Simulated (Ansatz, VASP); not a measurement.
**Two plane-wave programs on MgS**

```
Mg S
1.0
     3.79673    0.00000    0.00000
    -1.89836    3.28806    0.00000
     0.00000    0.00000    7.26362
Mg S
2 2
Cartesian
  1.8984 1.0960 3.6010
  0.0000 2.1920 7.2328
  0.0000 2.1920 2.7547
  1.8984 1.0960 6.3865
```

Alike in both runs: task single point; functional PBEsol; k mesh 9 × 9 × 4; occupations gaussian, width 0.05 eV; no spin polarisation.

|  | VASP | Ansatz |
| --- | --- | --- |
| version | VASP 6.6.1 | Ansatz 0.2.0 |
| potentials or method | VASP PAW PBE potentials, release 64 (Mg, S) | scalar-relativistic, plane waves, PAW |
| plane-wave cutoff (eV) | 520 | 420 |
| valence electrons in the cell | 16 | 32 |

```csv
,VASP,Ansatz,Ansatz less VASP
gap on the k mesh at the Fermi level (eV),2.83,2.84,+0.004
least direct gap on the mesh (eV),2.83,2.84,+0.004
pressure (GPa),2.4,2.5,+0.07
largest component of the traceless stress (GPa),9.51,9.46,-0.044
rms of the force components (eV/Å),0.461,0.460,-0.0007
```

Atom by atom the forces differ by 0.001 eV/Å (rms over components). The two sets of potentials don't hold the same shells in valence.

Caveats: the PAW data sets were made with another functional, which shifts forces and pressure a little (VASP); an odd mesh through Γ misses points on the zone boundary, where band edges often lie. A hybrid or GW would open this gap; PBEsol tends to underestimate it.
